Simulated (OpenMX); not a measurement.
The system is I.

```
I
1.0
     3.63503   -2.39502    0.00000
     3.63503    2.39502    0.00000
     0.00000    0.00000    9.79344
I
4
Direct
  0.64930 0.35070 0.38440
  0.14930 0.85070 0.11560
  0.35070 0.64930 0.61560
  0.85070 0.14930 0.88440
```

- Program: OpenMX 3.8.5
- Task: single point
- Functional: PBE
- Potentials or basis: OpenMX 2013 PBE set, I7.0-s3p2d2f1, grid cutoff 300 Ry
- k mesh: 7 × 7 × 3
- Occupations: fermi-dirac, width 0.05 eV
- Spin: no spin polarisation

On this cell: pressure 1.9 GPa; largest force 0.994 eV/Å; band gap on the k mesh 1.26 eV, indirect (least direct gap 1.34 eV).

The same run follows on a disturbed copy (atoms moved at random, drawn with an rms of 0.05 Å):

```
I
1.0
     3.63503   -2.39502    0.00000
     3.63503    2.39502    0.00000
     0.00000    0.00000    9.79344
I
4
Direct
  0.65349 0.34675 0.38295
  0.15234 0.84035 0.11361
  0.36674 0.64517 0.61547
  0.84626 0.15370 0.88219
```

What changes?

The energy moves by -4.6 meV/atom; pressure 1.7 GPa; largest force 1.060 eV/Å; band gap on the k mesh 1.22 eV, indirect (least direct gap 1.32 eV).

Forces on the atoms (eV/Å):
```
I   -0.006 -0.550 -0.906
I    0.008 -0.281  0.652
I   -0.010  0.540  0.891
I    0.007  0.292 -0.637
```

Caveats: spin-orbit coupling is left out, which moves the levels of the heavy elements; an odd mesh through Γ misses points on the zone boundary, where band edges often lie; the basis of atomic orbitals isn't converged, which shifts pressures, moduli and gaps.
